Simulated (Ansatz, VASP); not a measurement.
One calculation of Ru, two programs

Contents of INCAR:

```
ALGO = Fast
EDIFF = 1E-6
ENCUT = 520
GGA = PS
ISIF = 2
ISMEAR = 0
LASPH = T
LCHARG = F
LREAL = F
LWAVE = F
NBANDS = 21
NELM = 60
PREC = Accurate
SIGMA = 0.15
```

The input KPOINTS:

```
k-points
0
Gamma
  21 21 12
```

File POSCAR:

```
Ru
1.0
    2.6044347092      0.0000000000      0.0000000000
   -1.3022173546      2.2555066207      0.0000000000
    0.0000000000      0.0000000000      4.3902955893
Ru
2
Direct
    0.3333333333      0.6666666667      0.2500000000
    0.6666666667      0.3333333333      0.7500000000
```

Input for Ansatz:

```yaml
crystal:
  lattice:
    - [2.6044347092, 0.0, 0.0]
    - [-1.3022173546, 2.2555066207, 0.0]
    - [0.0, 0.0, 4.3902955893]
  atoms:
    - { symbol: Ru, position: [0.3333333333, 0.6666666667, 0.25] }
    - { symbol: Ru, position: [0.6666666667, 0.3333333333, 0.75] }
basis:
  ecutwfc: 420
kpoints:
  mp_grid: { grid: [21, 21, 12] }
hamiltonian:
  xc: pbesol
  pseudopotentials: { kind: paw, azcp: { folder: soft_1 } }
scf:
  occupations: { method: gaussian, width: 0.15 }
output:
  forces: true
  stress: true
  eigenvalues: true
  write_density: true
  write_potential: true
  elf: true
  volumetric_format: npy
```

Alike in both runs: task single point; functional PBEsol; k mesh 21 × 21 × 12; occupations gaussian, width 0.15 eV; no spin polarisation.

|  | VASP | Ansatz |
| --- | --- | --- |
| version | VASP 6.6.1 | Ansatz 0.2.0 |
| potentials or method | VASP PAW PBE potentials, release 64 (Ru_pv) | scalar-relativistic, plane waves, PAW |
| plane-wave cutoff (eV) | 520 | 420 |
| valence electrons in the cell | 28 | 32 |

```tsv
	VASP	Ansatz	Ansatz less VASP
gap on the k mesh at the Fermi level (eV)	none	none	-
pressure (GPa)	13.1	13.1	+0.05
largest component of the traceless stress (GPa)	23.74	23.75	+0.014
```

A gap of «none» marks a metal or a gap that the smearing closes. The two sets of potentials don't hold the same shells in valence. Ansatz warned: «pseudo_functional_mismatch».

Caveats: the PAW data sets were made with another functional, which shifts forces and pressure a little (VASP).
